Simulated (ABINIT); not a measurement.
**Sb in ABINIT: convergence with pawecutdg**

Input of the first run (pawecutdg 16.5); the others differ in this setting and in those tied to it:

run.abi

```
pp_dirpath "./"
pseudos "Sb.GGA_PBE-JTH.xml"

acell 3*1.0
rprim
    -2.9792291705     2.9792291705     5.1248209020
     2.9792291705    -2.9792291705     5.1248209020
     2.9792291705     2.9792291705    -5.1248209020
ntypat 1
znucl 51
natom 1
typat 1
xred
     0.0000000000     0.0000000000     0.0000000000

ecut 435.382180 eV
pawecutdg 16.5
pawxcdev 0

kptopt 1
ngkpt 12 12 12
nshiftk 1
shiftk 0.0 0.0 0.0

ixc -106131

nband 12
occopt 3
tsmear 0.00367493

nstep 100
tolvrs 1.0e-9

iomode 3
prtwf 0
prtden 0
prteig 0
prtebands 0
```

Potentials or basis: JTH PAW PBE v2.0.

Run with:

```console
$ abinit run.abi > log 2>&1
```

This isn't the form of Sb at room conditions, which is rhombohedral.

Hardware: 1 thread of AMD EPYC 9R45 96-Core Processor (Zen 5), on a shared host.

| pawecutdg | energy less the tightest run, at zero smearing (meV/atom) | SCF cycles | CPU time (s) | peak memory (GiB) |
| --- | --- | --- | --- | --- |
| 16.5 | 0.01 | 10 | 14 | 0.13 |
| 19.2 | -0.04 | 10 | 14 | 0.13 |
| 24 | -0.04 | 10 | 14 | 0.13 |
| 28.8 | -0.03 | 10 | 14 | 0.13 |
| 35.2 | -0.01 | 10 | 14 | 0.13 |
| 43.2 | 0.00 | 10 | 14 | 0.14 |
| 52.8 | 0.00 | 10 | 14 | 0.14 |

Against the tightest run, the energy stays within 1 meV/atom from 16.5 on. The tightest run that finished is the yardstick and may itself not be fully converged.

 The run has no spin-orbit coupling, so splittings on Sb are missing.
